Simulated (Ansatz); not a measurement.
A (100) slab of GaSb (F-43m (No. 216)), 7 planes, outer planes Ga (top) and Ga (bottom), with 7 atoms (Ga4Sb3) in a surface cell of A = 19.306 Å², as cut from the bulk:

```xyz
7
Lattice="4.3938 0.0000 0.0000 0.0000 4.3938 0.0000 0.0000 0.0000 24.3208" Properties=species:S:1:pos:R:3 pbc="T T T"
Ga    2.1969    2.1969    7.5000
Sb    2.1969    0.0000    9.0535
Ga    0.0000    0.0000   10.6069
Sb    0.0000    2.1969   12.1604
Ga    2.1969    2.1969   13.7138
Sb    2.1969    0.0000   15.2673
Ga    0.0000    0.0000   16.8208
```

Level of theory: DFT PBE, scalar-relativistic, plane waves, PAW in Ansatz 0.2.0. Settings: cutoff 420 eV, Γ-centred mesh 8×8×1 on the computed 7-atom cell, Gaussian smearing of 0.10 eV; no spin polarisation. The cell repeats along c with a dipole correction in the vacuum.

The relaxed slab holds 3 formula units of GaSb and 1 further Ga. Against those formula units in the bulk and the further Ga in its standard state it lies 2.497 eV higher. The formation energy of GaSb from the standard states is -0.330 eV a formula unit (uncorrected, no zero-point or thermal terms).

Question: Over what range can the chemical potential of Ga vary, and what is the surface energy at both ends?

Answer: In contact with the bulk, μ(Ga) + μ(Sb) is fixed. With Δμ counted from the standard states, Δμ(Ga) ≤ 0 keeps elemental Ga from forming, and Δμ(Sb) ≤ 0 requires Δμ(Ga) ≥ ΔH = -0.330 eV. Other compounds of Ga and Sb can narrow this range. Then γ, the mean of both faces, = [2.497 eV − 1.00·Δμ(Ga)]/(2A). At the Ga-rich end (Δμ = 0): 2.497/(2 × 19.306) × 16.02 = 1.04 J/m². At the Ga-poor end: (2.497 + 0.330)/(2 × 19.306) × 16.02 = 1.17 J/m².

Question: How does its energy depend on growth conditions?

Answer: It carries an excess of Ga, so its energy falls by 0.41 J/m² for each eV that μ(Ga) rises: Ga-rich conditions lower it; whether it appears depends on the other terminations.

The surface energy changes only from 1.04 J/m² at the Ga-rich end to 1.17 J/m² at the Ga-poor end, so growth conditions alter the cost of this termination without removing it. The narrow span follows from the modest formation energy of GaSb, -0.330 eV, in keeping with the small electronegativity difference and largely covalent bonding. Most of the cost probably comes from the cut bonds: each outer Ga atom loses two Sb neighbours, and its two dangling hybrids hold too few electrons to form a filled bond or lone pair, yet too many to be empty. Such a partly filled surface band favours dimerisation and larger reconstructions, which a cell with one Ga atom per outer plane cannot accommodate. The values therefore describe the unreconstructed face and probably lie above those of a reconstructed Ga-rich surface. Since the ideal cut has two Ga faces related by a fourfold rotoinversion, the mean also represents each face individually, provided relaxation preserves that equivalence.
